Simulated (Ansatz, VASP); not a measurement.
# Os (linear Os chain): VASP beside Ansatz

One calculation is typed for both programs; each brings its own data sets. How far apart do they land? The structure shown is the end of the Ansatz relaxation below.

Calculated with Ansatz 0.2.0; plane waves, with VASP 6.6.1 beside it; single point at PBE.

### Step 1. The starting structure

The cell holds 2 atoms: 2 Os. Its edges and angles: a = 7.500 Å, b = 7.500 Å, c = 4.486 Å, α = 90.0°, β = 90.0°, γ = 90.0°. Vacuum lies along a and b. The structure's axis is c.

### Step 2. Ansatz: relaxation, PBE

Ansatz runs on its default PAW (the set named soft_2) files.

This run makes the geometry at which the two programs are then compared.

File input.yaml:

```yaml
crystal:
  lattice:
    - [7.5, 0.0, 0.0]
    - [0.0, 7.5, 0.0]
    - [0.0, 0.0, 5.472]
  atoms:
    - { symbol: Os, position: [0.5, 0.5, 0.0], spin: 1.5 }
    - { symbol: Os, position: [0.5, 0.5, 0.5], spin: -1.5 }
magnetization:
  spin_polarized: true
kpoints:
  mp_grid: { grid: [1, 1, 15] }
scf:
  occupations: { method: fermi_dirac, width: 0.05 }
hamiltonian:
  xc: pbe
relax:
  cell: { fix: [a, b, alpha, beta, gamma] }
  max_steps: 60
```

Launch:

```console
$ ansatz run input.yaml --threads 4 --pin off --max-ram 8192MiB --backend cpu --events-out ev --progress --plain --runs-dir out
```

Numbers of over 12 decimals in the logs are rounded to 6 here.

The program printed:

```text
Engine: ansatz 0.2.0, aarch64-unknown-linux-gnu
Pseudopotentials: kind: paw
Pseudopotential: Os, paw, valence charge 16, recommended cutoff 420 eV (normal), Os.paw.azcp
Functional definition: PBE
  parameter kappa = 0.804
  parameter beta = 0.066725
  exchange = pbe_x(kappa = kappa, mu = beta*pi^2/3)
  correlation = pbe_c(beta = beta)
Crystal: 2 atoms, lattice volume = 307.800 Å³
Basis set: ecut = 420 eV, 6059 PW (Γ), exchange–correlation on 108×108×80 points (8 copies of the dense FFT grid, shifted against one another)
Bands: 22, of which v1, the nominal top of the filled ones, is band 16 counted from 1 (15 counted from 0)
Symmetry: 16 space group operations
Space group: P4/mmm (ITA 123), of the structure as read, at distance tolerance 6.8e-5 Å
Magnetic group: BNS 123.348 (UNI 1008), of the structure as read, at distance tolerance 6.8e-5 Å
k-points: 8 of 15
Non-local potential: Os, projectors of the file, l = 0: 3, l = 1: 2, l = 2: 2, l = 3: 1
PAW form: soft (Blöchl's): semilocal exchange-correlation on the pseudo side does not see the compensation charge
PAW one-centre angular grid: Os, 590 points (default); XC on 64 Gauss nodes
Initial density: superposition of atomic densities (neutral atoms: chi_scale 0, normalization atom)
Starting moments: Σ|m| = 3 μB on 2 of 2 sites
Starting magnetic order: antiferromagnet; a translation exchanges its spin sublattices: spin-degenerate at every k-point
Initial wavefunctions: pseudopotential atomic-orbital guess
Functional: x = pbe(κ = 0.804, μ = 0.219515), c = pbe(β = 0.066725)
iter 1 solved again at ethr=1.19e-3 eV; its pass at ethr=3.10e-3 eV (dr2=3.82e-1 eV) is discarded
SCF iter   1: F=—  HF=-22756.312691 eV  |F-HF|=—  |Δ(HF+E_count)|=         —  Δρ=1.07e-2 (↑1.07e-2 ↓1.07e-2)  dr2=3.88e-1  dr2_m=2.72e-1  M=0.000 μB ∫|m|=3.516 μB  β_m=0.30  ethr=1.19e-3  ⟨swp⟩=1.0  Hψ=1016  notcnv=0
Mixer restart at iter 1: flushing history
preconditioner: auto → LDOS  [metal: Δε(μ)=0.011 eV  Ē_g=2.996 eV  σ=0.050 eV  W_gap=0.05  n_scr=30 (ndim 8)  ℏωp=8.5 eV  f_vac=0.656  D(μ)=16.79/eV (n_scr^D=160)]
spin=Collinear: LDOS preconditioning applied to the charge; magnetization (m = ρ↑ − ρ↓) channel mixes plain (no charge-response kernel on spin).
SCF iter   2: F=—  HF=-22756.461864 eV  |F-HF|=—  |Δ(HF+E_count)|=   1.49e-1  Δρ=8.29e-3 (↑8.29e-3 ↓8.29e-3)  dr2=2.04e-1  dr2_m=1.62e-1  M=0.000 μB ∫|m|=3.678 μB  β_m=0.65  ethr=1.19e-3  ⟨swp⟩=1.6  Hψ=183  notcnv=0
SCF iter   3: F=—  HF=-22756.977031 eV  |F-HF|=—  |Δ(HF+E_count)|=         —  Δρ=9.18e-3 (↑9.18e-3 ↓9.18e-3)  dr2=8.82e-2  dr2_m=1.70e-1  M=0.000 μB ∫|m|=4.828 μB  β_m=1.00  ethr=6.39e-4  ⟨swp⟩=2.8  Hψ=300  notcnv=0
Mixer restart at iter 3: flushing history
SCF iter   4: F=—  HF=-22756.923508 eV  |F-HF|=—  |Δ(HF+E_count)|=   5.35e-2  Δρ=1.75e-3 (↑1.75e-3 ↓1.75e-3)  dr2=2.15e-2  dr2_m=5.52e-3  M=0.000 μB ∫|m|=5.024 μB  β_m=0.65  ethr=1.56e-4  ⟨swp⟩=2.6  Hψ=406  notcnv=0
SCF iter   5: F=—  HF=-22756.928152 eV  |F-HF|=—  |Δ(HF+E_count)|=   4.64e-3  Δρ=1.12e-3 (↑1.12e-3 ↓1.12e-3)  dr2=6.76e-3  dr2_m=1.89e-3  M=0.000 μB ∫|m|=5.047 μB  β_m=0.82  ethr=6.72e-5  ⟨swp⟩=2.0  Hψ=268  notcnv=0
SCF iter   6: F=—  HF=-22756.935806 eV  |F-HF|=—  |Δ(HF+E_count)|=   7.65e-3  Δρ=6.58e-4 (↑6.58e-4 ↓6.58e-4)  dr2=2.36e-3  dr2_m=6.72e-4  M=0.000 μB ∫|m|=5.073 μB  β_m=0.91  ethr=2.11e-5  ⟨swp⟩=2.0  Hψ=320  notcnv=0
SCF iter   7: F=—  HF=-22756.938183 eV  |F-HF|=—  |Δ(HF+E_count)|=   2.38e-3  Δρ=3.55e-4 (↑3.55e-4 ↓3.55e-4)  dr2=3.70e-4  dr2_m=2.08e-4  M=0.000 μB ∫|m|=5.071 μB  β_m=0.96  ethr=7.36e-6  ⟨swp⟩=2.0  Hψ=315  notcnv=0
[...]
SCF 1 converged in 12 iterations: F = -22756.938619 eV  dr2 = 3.13e-10
  greatest PAW one-centre occupation: 1.000 electrons in one spin orbital (limit 2), on the Os atom at site 1 (counted from 0), in its partial waves of l = 0
[...]
Crystal: 2 atoms, lattice volume = 252.350 Å³
[...]
eigensolver tolerance schedule calibrated: the retry pair's looser diagonalisation under-reported the residual by θ = 0.93 (0.16/decade); ethr = c·dr2/N_el runs at the constant in force after the calibration composes with the one it found (an armed cap, an earlier calibration), c = 3.9e-2
preconditioner: auto → Resta (q_TF=auto, 1.934 Å⁻¹)  ε∞=5.0  [insulator: Δε(μ)=0.146 eV  Ē_g=4.665 eV  σ=0.050 eV  W_gap=0.62  n_scr=38 (ndim 8)  ℏωp=9.4 eV  f_vac=0.675  D(μ)=4.80/eV (n_scr^D=30)  ε∞_Penn≈5.0  vacuum switching on, ρ_ref=1.6e-3 e/Å³]
spin=Collinear: Resta preconditioning applied to the charge; magnetization (m = ρ↑ − ρ↓) channel mixes plain (no charge-response kernel on spin).
[...]
SCF iter   7: F=-22759.202092 eV  HF=-22759.202092 eV  |F-HF|=3.64e-12  |Δ(HF+E_count)|=  3.82e-10  Δρ=1.43e-7 (↑1.43e-7 ↓1.43e-7)  dr2=5.94e-11  dr2_m=4.11e-11  M=0.000 μB ∫|m|=0.000 μB  ethr=1.76e-12  ⟨swp⟩=1.0  Hψ=494  notcnv=0
the starting moments were not kept: the SCF closed with an absolute magnetisation of 9.3e-5 μB, where they sum to 3 μB in size (2 sites). That is at most 0.1 of that sum. Measured as dr2_m measures the in/out step, that magnetisation stands 1.2e-9 eV from none, at or under the dr2_threshold of 1.3e-7 eV: it is no larger than a step whose dr2_m would equal this threshold.
SCF 8 converged in 7 iterations: F = -22759.202092 eV  dr2 = 5.94e-11
relax step   8: F+E_penalty+E_count = -22759.20209175 eV  Δ(F+E_penalty+E_count) = -2.073e-4 eV  max|allowed force component| = 0.000e0 eV/Å  Δτ_max = 0.0000 Å  P = -0.093 GPa  Ω = 252.350 Å³  energy of the carried Pulay correction = +2.322e-3 eV  fix = [a, b, alpha, beta, gamma]  reactions: a -0.144, b -0.144 GPa  (7 SCF iters, dr2 threshold 1.30e-7 eV, accepted)
Basis set: ecut = 420 eV, 4975 PW (Γ), exchange–correlation on 108×108×60 points (8 copies of the dense FFT grid, shifted against one another)
Initial wavefunctions: pseudopotential atomic-orbital guess (no wavefunctions were taken with the density)
iter 1 solved again at ethr=2.86e-7 eV; its pass at ethr=3.10e-3 eV (dr2=9.16e-5 eV) is discarded
SCF iter   1: F=—  HF=-22759.199870 eV  |F-HF|=—  |Δ(HF+E_count)|=         —  Δρ=9.89e-5 (↑9.89e-5 ↓9.89e-5)  dr2=1.57e-5  dr2_m=1.60e-11  M=0.000 μB ∫|m|=0.000 μB  β_m=0.65  ethr=2.86e-7  ⟨swp⟩=3.4  Hψ=1303  notcnv=0
preconditioner: auto → Resta (q_TF=auto, 1.934 Å⁻¹)  ε∞=5.0  [insulator: Δε(μ)=0.148 eV  Ē_g=4.664 eV  σ=0.050 eV  W_gap=0.63  n_scr=38 (ndim 8)  ℏωp=9.4 eV  f_vac=0.674  D(μ)=4.79/eV (n_scr^D=30)  ε∞_Penn≈5.0  vacuum switching on, ρ_ref=1.6e-3 e/Å³]
spin=Collinear: Resta preconditioning applied to the charge; magnetization (m = ρ↑ − ρ↓) channel mixes plain (no charge-response kernel on spin).
SCF iter   2: F=—  HF=-22759.199640 eV  |F-HF|=—  |Δ(HF+E_count)|=   2.30e-4  Δρ=3.58e-5 (↑3.58e-5 ↓3.58e-5)  dr2=1.94e-6  dr2_m=1.22e-10  M=0.000 μB ∫|m|=0.000 μB  β_m=0.57  ethr=4.90e-8  ⟨swp⟩=3.0  Hψ=311  notcnv=0
SCF iter   3: F=—  HF=-22759.199645 eV  |F-HF|=—  |Δ(HF+E_count)|=   4.76e-6  Δρ=1.33e-5 (↑1.33e-5 ↓1.33e-5)  dr2=3.93e-7  dr2_m=7.97e-11  M=0.000 μB ∫|m|=0.000 μB  β_m=0.78  ethr=6.08e-9  ⟨swp⟩=2.6  Hψ=242  notcnv=0
SCF iter   4: F=—  HF=-22759.199647 eV  |F-HF|=—  |Δ(HF+E_count)|=   1.73e-6  Δρ=2.61e-6 (↑2.61e-6 ↓2.61e-6)  dr2=6.54e-8  dr2_m=4.14e-11  M=0.000 μB ∫|m|=0.000 μB  β_m=0.89  ethr=1.23e-9  ⟨swp⟩=2.0  Hψ=241  notcnv=0
SCF iter   5: F=—  HF=-22759.199647 eV  |F-HF|=—  |Δ(HF+E_count)|=   1.71e-7  Δρ=2.25e-7 (↑2.25e-7 ↓2.25e-7)  dr2=1.21e-9  dr2_m=1.01e-11  M=0.000 μB ∫|m|=0.000 μB  β_m=0.94  ethr=2.04e-10  ⟨swp⟩=2.8  Hψ=323  notcnv=0
SCF iter   6: F=—  HF=-22759.199647 eV  |F-HF|=—  |Δ(HF+E_count)|=   2.07e-8  Δρ=1.38e-7 (↑1.38e-7 ↓1.38e-7)  dr2=1.65e-10  dr2_m=8.97e-12  M=0.000 μB ∫|m|=0.000 μB  β_m=0.97  ethr=3.77e-12  ⟨swp⟩=2.0  Hψ=242  notcnv=0
SCF iter   7: F=—  HF=-22759.199647 eV  |F-HF|=—  |Δ(HF+E_count)|=  4.69e-10  Δρ=3.74e-8 (↑3.74e-8 ↓3.74e-8)  dr2=6.29e-12  dr2_m=2.82e-12  M=0.000 μB ∫|m|=0.000 μB  β_m=0.99  ethr=1.00e-12  ⟨swp⟩=2.6  Hψ=302  notcnv=0
SCF iter   8: F=-22759.199647 eV  HF=-22759.199647 eV  |F-HF|=7.28e-12  |Δ(HF+E_count)|=  3.64e-12  Δρ=1.33e-8 (↑1.33e-8 ↓1.33e-8)  dr2=3.75e-13  dr2_m=2.97e-13  M=0.000 μB ∫|m|=0.000 μB  ethr=1.00e-12  ⟨swp⟩=4.0  Hψ=676  notcnv=0
the starting moments were not kept: the SCF closed with an absolute magnetisation of 8.0e-6 μB, where they sum to 3 μB in size (2 sites). That is at most 0.1 of that sum. Measured as dr2_m measures the in/out step, that magnetisation stands 9.0e-12 eV from none, at or under the dr2_threshold of 2.0e-11 eV: it is no larger than a step whose dr2_m would equal this threshold.
SCF 9 converged in 8 iterations: F = -22759.199647 eV  dr2 = 3.75e-13
relax step   9: F+E_penalty+E_count = -22759.19964713 eV  Δ(F+E_penalty+E_count) = +2.445e-3 eV  max|allowed force component| = 0.000e0 eV/Å  Δτ_max = 0.0000 Å  P = -0.095 GPa  Ω = 252.350 Å³  fix = [a, b, alpha, beta, gamma]  reactions: a -0.144, b -0.144 GPa  stress off target by 3.94e-3 GPa on what of the cell is left free  SCF on the basis re-selected at this cell (its energy is not comparable with the rows above)  (8 SCF iters)
basis re-selected at this cell: Δ(F+E_penalty+E_count) = +2.445e-3 eV, ΔP = -0.001 GPa vs the last step (what re-selecting the basis moved, of the pressure what is left beyond the Pulay correction that the steps carried, after the strain that the cell walked since its last selection, with what the two solves' SCF thresholds leave and, on support functions, any second-order correction that the steps lacked; it is no measure of the basis error at this ecutwfc). The dense FFT grid was sized anew with the basis: this SCF ran on 54×54×30 points, the steps before it on 54×54×40, so part of this shift can come from that change (see relax.cell in the input reference). [rest of the remark cut]
SCF converged after 8 iterations
Magnetization: 0.0000 μB (16.0000 up, 16.0000 down)
Absolute magnetization: 0.0000 μB (∫|ρ↑−ρ↓|, with the PAW one-centre terms)
Spin contamination: 0.0000 ħ² per cell (⟨S²⟩ above its minimum at these occupations)
Per-site moments (μB) at R_I (Å): [(-2.409644781887732e-6, 0.925284), (2.409644781887732e-6, 0.925284)]
Free energy (F): -22759.199647 eV
Harris-Foulkes:  -22759.199647 eV  (|F-HF|=7.28e-12)
Internal energy: -22759.158807 eV  (E = F + TS)
E sigma→0 (E₀):  -22759.179227 eV
Entropy (-TS):   -0.040840 eV (-20.420 meV/atom)
Fermi energy:    -1.916953 eV
--- Per-component energies (eV) ---
  E_band       = -979.291363
  E_kinetic    = 1122.112143
  E_local      = -8096.520247  (includes V_loc(G=0)·N_el)
  E_nonlocal   = 0.159486
  E_hartree    = 3485.606854
  E_xc         = -524.594499
  E_vxc        = -555.672063  (∫ρ·V_xc dr)
  E_paw        = -18024.716461  (= ΣΔE_a)
  E_vpaw       = -420.584299  (= ΣTr[D̂ρ^β])
  E_aug_tail   = -0.000141  (compensation charges beyond the density's cutoff)
  E_ewald      = -721.205941
  E_smearing   = -0.040840  (= −TS)
  E_closure    = -0.000000  (closes the sum)
  Σ components = -22759.199647   (vs F -22759.199647, Δ=0.00e0)
--- Forces (eV/Å), atoms counted from 1 ---
  atom   1  Os     0.00000000     0.00000000     0.00000000
  atom   2  Os     0.00000000    -0.00000000     0.00000000
  max |Σ_I F_I| component: 3.53e-28 eV/Å
--- Stress (GPa, compression-positive) ---
       -0.143901       0.000000       0.000000
        0.000000      -0.143901       0.000000
        0.000000       0.000000       0.003935
  P = ⅓ Tr σ = -0.0946 GPa (-0.946 kbar)
--- Relaxed structure (8 steps of the walk, 8 accepted, 1 SCFs on fresh bases) ---
  F+E_penalty+E_count = -22759.19964713 eV   max|allowed force component| = 0.000e0 eV/Å   (the final SCF, on the basis selected at the relaxed cell)
  cell:  # Å, volume = 252.3503 Å³
    - [7.5, 0.0, 0.0]
    - [0.0, 7.5, 0.0]
    - [0.0, 0.0, 4.486227]
  atoms:
    - { symbol: Os, position: [0.5, 0.5, 0.0] }
    - { symbol: Os, position: [0.5, 0.5, 0.5] }
```

### Step 3. VASP: single point, PBE

The same cell, functional, mesh and smearing now go to VASP, with its own data sets.

Lines of VASP's logs that name or quote its potential files are left out, and so is its time.

File INCAR:

```
SYSTEM = Os
PREC = Accurate
ENCUT = 600
EDIFF = 1E-06
NELM = 200
ISMEAR = -1
SIGMA = 0.05
LREAL = .FALSE.
ALGO = Normal
GGA = PE
NBANDS = 15
ISPIN = 2
MAGMOM = -0 0
LASPH = .TRUE.
LMAXMIX = 4
LORBIT = 11
LWAVE = .FALSE.
LCHARG = .FALSE.
ISIF = 2
GGA_COMPAT = .FALSE.
```

File POSCAR:

```
Os
1.0
    7.5000000000      0.0000000000      0.0000000000
    0.0000000000      7.5000000000      0.0000000000
    0.0000000000      0.0000000000      4.4862274432
Os
2
Direct
    0.5000000000      0.5000000000      0.0000000000
    0.5000000000      0.5000000000      0.5000000000
```

File KPOINTS:

```
Automatic mesh
0
Gamma
1 1 15
0 0 0
```

PAW data sets: Os (PBE family, release 64).

Launch:

```console
$ mpirun -np 1 vasp_std
```

The program printed:

```text
[banner, memory and clock lines left out]
running    1 mpi-ranks, on    1 nodes
 distrk:  each k-point on    1 cores,    1 groups
 distr:  one band on    1 cores,    1 groups

 POSCAR found type information on POSCAR Os
 POSCAR found :  1 types and       2 ions
 LDA part: xc-table for (Slater+PW92), standard interpolation
 POSCAR, INCAR and KPOINTS ok, starting setup
 FFT: planning ... GRIDC
 FFT: planning ... GRID_SOFT
 FFT: planning ... GRID
 WAVECAR not read
 entering main loop
       N       E                     dE             d eps       ncg     rms          rms(c)
DAV:   1     0.917379567621E+02    0.91738E+02   -0.51108E+03   480   0.836E+02
DAV:   2     0.101297719863E+00   -0.91637E+02   -0.77571E+02   773   0.164E+02
DAV:   3    -0.128884254625E+02   -0.12990E+02   -0.12329E+02   634   0.670E+01
DAV:   4    -0.131687764818E+02   -0.28035E+00   -0.27930E+00   566   0.124E+01
DAV:   5    -0.131730802444E+02   -0.43038E-02   -0.43028E-02   590   0.115E+00    0.981E+00
DAV:   6    -0.128003241721E+02    0.37276E+00   -0.96236E-01   543   0.520E+00    0.506E+00
DAV:   7    -0.127363010829E+02    0.64023E-01   -0.11438E-01   566   0.191E+00    0.137E+00
DAV:   8    -0.127297293659E+02    0.65717E-02   -0.86510E-03   525   0.582E-01    0.125E-01
DAV:   9    -0.127295652694E+02    0.16410E-03   -0.65505E-04   642   0.137E-01    0.635E-02
DAV:  10    -0.127295582231E+02    0.70463E-05   -0.24979E-05   534   0.322E-02    0.238E-02
DAV:  11    -0.127295603181E+02   -0.20950E-05   -0.29225E-05   501   0.480E-02    0.120E-02
DAV:  12    -0.127295613043E+02   -0.98627E-06   -0.20618E-05   480   0.206E-02    0.657E-03
DAV:  13    -0.127295640874E+02   -0.27830E-05   -0.23481E-06   480   0.131E-02    0.352E-03
DAV:  14    -0.127295663193E+02   -0.22320E-05   -0.12497E-06   480   0.111E-02    0.167E-03
DAV:  15    -0.127295668638E+02   -0.54449E-06   -0.65998E-07   352   0.804E-03
   1 F= -.12729567E+02 E0= -.12709739E+02  d E =-.396558E-01  mag=     0.0000
```

(Continued in part 2 of 2.)

[Lines on the potential files, build, host, timing and source positions are cut from VASP's logs without a mark.]

[Logs are printed without paths, hosts, clocks, repeated set-up lines and the standing remarks that a program may print on its own settings, such as how far it seeks lower states.]

[Hosts, paths, dates, database ids (printed as entryN), source tags and the programs' standing remarks are cut or masked in the printed files.]
